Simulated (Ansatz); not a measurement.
# How fast does H move in SnO2?

Theory: DFT PBE, scalar-relativistic, plane waves, PAW (Ansatz 0.2.0). Settings: 420 eV cutoff, 3×3×3 k-mesh, Gaussian smearing of 0.02 eV, no spin polarisation.

Host crystal, relaxed:

```xyz
6
Lattice="4.8272 0.0000 0.0000 0.0000 4.8272 0.0000 0.0000 0.0000 3.2382" Properties=species:S:1:pos:R:3 pbc="T T T"
Sn    2.4136    2.4136    1.6191
Sn    0.0000    0.0000    0.0000
O     0.9337    3.8935    1.6191
O     3.8935    0.9337    1.6191
O     1.4799    1.4799    0.0000
O     3.3473    3.3473    0.0000
```

In a supercell of 12 host sites with charge -1, interstitial H hops to an equivalent place, moving 1.39 Å. Climbing-image nudged elastic band at fixed cell; the order of the saddle wasn't checked, and the small cell leaves errors of about a tenth of an eV. Zero-point motion and tunnelling, which matter for H, are left out.

```
image path (Å) E − E(0) (eV)
    0      0.00          0.000
    1      0.30          0.034
    2      0.60          0.154
    3      0.90          0.268
    4      1.19          0.154
    5      1.49          0.034
    6      1.79          0.000
```

Problem. What are the barriers forward and back, and what attempt frequency does the shape suggest?

Solution. Forward 0.27 eV, back 0.27 eV, the ends being level. For a sinusoidal profile E_b sin²(πx/l), with the H atom alone moving, ν = (1/l)√(E_b/2m) = 2.6×10¹³ s⁻¹, within an order of magnitude of the customary 10¹³ s⁻¹; a true prefactor needs the vibrations at the minimum and at the saddle.

Problem. With ν = 10¹³ s⁻¹, give the forward jump rate along this one path, the wait 1/k for that jump, the diffusivity D ≈ l²k and the distance √(Dt) covered in an hour at 300, 600 and 1000 K, taking the host as solid throughout.

Solution. k = ν exp(−E_b/k_BT):
```json
{"T (K)": "300", "k (1/s)": "3.1×10⁸", "wait (s)": "3.2×10⁻⁹", "D (cm²/s)": "6.0×10⁻⁸", "√(Dt) in 1 h (nm)": "1.5×10⁵"}
{"T (K)": "600", "k (1/s)": "5.6×10¹⁰", "wait (s)": "1.8×10⁻¹¹", "D (cm²/s)": "1.1×10⁻⁵", "√(Dt) in 1 h (nm)": "2.0×10⁶"}
{"T (K)": "1000", "k (1/s)": "4.4×10¹¹", "wait (s)": "2.2×10⁻¹²", "D (cm²/s)": "8.6×10⁻⁵", "√(Dt) in 1 h (nm)": "5.6×10⁶"}
```

D = l²k holds for six equivalent jumps in three dimensions (z l²k/6) and is a scale otherwise. Long-range transport needs a connected net of such jumps, and traps slow it. D is that of an interstitial already there. An error of 0.1 eV in the barrier changes k by a factor of 48 at 300 K and 3.2 at 1000 K.

Cost: 1 run of about 9.4 core-minutes, on Arm Neoverse V1 (shared hosts).